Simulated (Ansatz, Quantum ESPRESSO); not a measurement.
# PbS [001], rock salt: pulling along c

The c axis is held at a set length while the cell relaxes sideways. How do the lateral strain and the stress follow? The strained cell has c along the load; unstrained it is a = 4.1739 Å, b = 4.1739 Å, c = 5.9028 Å, α = 90.00°, β = 90.00°, γ = 90.00°, with 4 atoms.

Calculated with Ansatz 0.2.0, PBEsol, PAW files of the set soft_1, cutoff 600 eV, Fermi–Dirac smearing 0.02 eV, k-mesh 7×7×5, no spin polarisation, no spin-orbit coupling.

Relaxed positions at 0 %:

```csv
atom,x,y,z
Pb,0.0000,0.0000,0.0000
Pb,0.5000,0.5000,0.5000
S,0.0000,0.0000,0.5000
S,0.5000,0.5000,0.0000
```

| ε_c (%) | a (Å) | c (Å) | ε_a (%) | σ (GPa, tension positive) |
| --- | --- | --- | --- | --- |
| −3 | 4.1874 | 5.7257 | 0.323 | −5.06 |
| −1 | 4.1783 | 5.8438 | 0.105 | −1.42 |
| 0 | 4.1739 | 5.9028 | 0.000 | 0.10 |
| 1 | 4.1698 | 5.9619 | −0.100 | 1.43 |
| 2 | 4.1657 | 6.0209 | −0.198 | 2.61 |
| 3 | 4.1617 | 6.0799 | −0.293 | 3.63 |

**Question.** Fit both responses and give the free strain and the stress at −2 %, a row left out above.

Least squares with y = y0 + y1 ε + y2 ε² (ε in %) gives ε_a = 0.001 + (−0.1026) ε + (0.0016) ε² and σ = 0.09 + (1.445) ε + (−0.090) ε² GPa. The linear terms put the ratio of free to applied strain at −0.103 and the Young modulus at 144 GPa.

At −2 % the free strain comes out as 0.212 %. The run itself gives 0.213 %, so the estimate misses by 0.001 %, a rounding's worth.

The stress comes out as −3.16 GPa. The run itself gives −3.13 GPa, so the estimate misses by 0.03 GPa; the fitted rows themselves lie up to 0.02 GPa off the law.

Along a cube axis ν = C12/(C11 + C12) and Y = (C11 − C12)(C11 + 2C12)/(C11 + C12), so C11 = Y(1 − ν)/[(1 + ν)(1 − 2ν)] = 148 GPa and C12 = 17 GPa.

The negative ε² term means that the crystal stiffens in compression and softens in tension.

The same fit over all rows at other levels or in other programs gives the strain ratio = −0.103 with PBEsol (Quantum ESPRESSO, GBRV).

[Logs are printed without paths, hosts, clocks, repeated set-up lines and the standing remarks that a program may print on its own settings, such as how far it seeks lower states.]
